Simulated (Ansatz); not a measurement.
# AlCo: from a guess to a relaxed structure

Aim: relax a trial structure of AlCo and see where it ends.

Program: Ansatz 0.2.0. Level of theory: DFT PBE, scalar-relativistic, plane waves, PAW. These are calculated values, not measurements.

### Step 1. The structure to begin with

The structure is hexagonal, space group P-6m2 (No. 187). Conventional cell: a = 2.703 Å, b = 2.703 Å, c = 4.105 Å, α = 90.00°, β = 90.00°, γ = 120.00°. Around Al (site symmetry -6m2) lie 6 Co at 2.58 Å and 6 Al at 2.70 Å. Around Co (site symmetry -6m2) lie 6 Al at 2.58 Å and 6 Co at 2.70 Å.

Structure file:

```xyz
2
Lattice="2.7033 0.0000 0.0000 -1.3516 2.3411 0.0000 0.0000 0.0000 4.1051" Properties=species:S:1:pos:R:3 pbc="T T T"
Al    0.0000    0.0000    2.0526
Co    1.3516    0.7804    0.0000
```

A structure generator made this guess: species swapped into a database cell of LiPt (P-6m2, No. 187), with Al on the Li sites and Co on the Pt sites. The dimensions are guesses.

### Step 2. Probe: one point on a coarse mesh

The input, input.yaml:

```yaml
crystal:
  lattice:
    - [2.70325783, 0.0, 0.0]
    - [-1.35162891, 2.34108995, 0.0]
    - [0.0, 0.0, 4.10513718]
  atoms:
    - { symbol: Al, position: [0.0, 0.0, 0.5] }
    - { symbol: Co, position: [0.66666667, 0.33333333, 0.0], spin: 3.0 }
basis:
  ecutwfc: 420
kpoints:
  mp_grid: { grid: [6, 6, 4] }
hamiltonian:
  xc: pbe
scf:
  occupations: { method: gaussian, width: 0.1 }
  lower_state_search: "off"
output:
  forces: true
  stress: true
  eigenvalues: true
  populations: true
magnetization:
  spin_polarized: true
```

The run is started by

```
$ ansatz run input.yaml --threads 1 --pin off --max-ram 2560MiB --backend cpu --events-out ev --progress --plain --runs-dir out
```

Further runs follow: rough relaxation on the coarse mesh; final relaxation.

**Question.** What will these runs give? Wanted: conventional cell; volume; energy over the elements; gap on the mesh; total moment.

As calculated:

```
                              quantity                                                                       value
symmetry at the end (tolerance 0.05 Å)                                                 space group P-6m2 (No. 187)
                     conventional cell  a = 2.735 Å, b = 2.735 Å, c = 3.796 Å, α = 90.00°, β = 90.00°, γ = 120.00°
                                volume                                                               12.30 Å³/atom
              energy over the elements                                                               -0.33 eV/atom
                       gap on the mesh                                                                none (metal)
                          total moment                                                                0.66 μB/cell
```

The space group P-6m2 (No. 187) is kept, and the volume per atom shrinks by 5.3 % from the first guess. A negative formation energy is needed for stability but isn't enough; other structures and compounds were not set against it here. No finished test with a distortion of lower symmetry is shown, so the end may be a saddle point. Other magnetic orders were not searched.
